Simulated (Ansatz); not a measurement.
**Ga$_{2}$O$_{3}$ (C2/m)**

Method: DFT PBE, scalar-relativistic, plane waves, PAW (Ansatz).

Settings: cutoff 420 eV, Γ-centred mesh 10×10×6 on the computed 10-atom cell, Gaussian smearing of 0.02 eV; no spin polarisation.

The structure is relaxed at this level of theory with its symmetry kept.

The structure is monoclinic, space group C2/m (No. 12). The conventional cell has a = 12.455 Å, b = 3.084 Å, c = 5.878 Å, α = 90.00°, β = 103.70°, γ = 90.00°. Ga (site symmetry m) is surrounded by 4 O at 1.86 to 1.90 Å. Around Ga (site symmetry m) lie 6 O at 1.97 to 2.11 Å. O (site symmetry m) is surrounded by 3 Ga at 1.86 to 1.97 Å. Around O (site symmetry m) lie 4 Ga at 1.90 to 2.11 Å. O (site symmetry m) is surrounded by 3 Ga at 1.86 to 1.97 Å.

| Item | Value |
| --- | --- |
| Volume per atom | 10.97 Å³ |
| Formation energy from the elements' standard states (uncorrected) | -1.823 eV/atom |
| Kohn–Sham band gap | 2.01 eV |
| Löwdin character of the top 1 eV of the valence band | O 2p 96 % |
| Löwdin character of the lowest 1 eV of the conduction band | Ga 4s 48 %, O 2s 28 %, O 2p 15 %, Ga 4p 7 % |
| Bader charges (e) | Ga (2 in the cell) 1.85, Ga (2 in the cell) 1.91, O (2 in the cell) -1.25, O (2 in the cell) -1.25, O (2 in the cell) -1.26 |

Cost: 1 run of about 5.2 core-minutes, on Arm Neoverse V2 (shared hosts).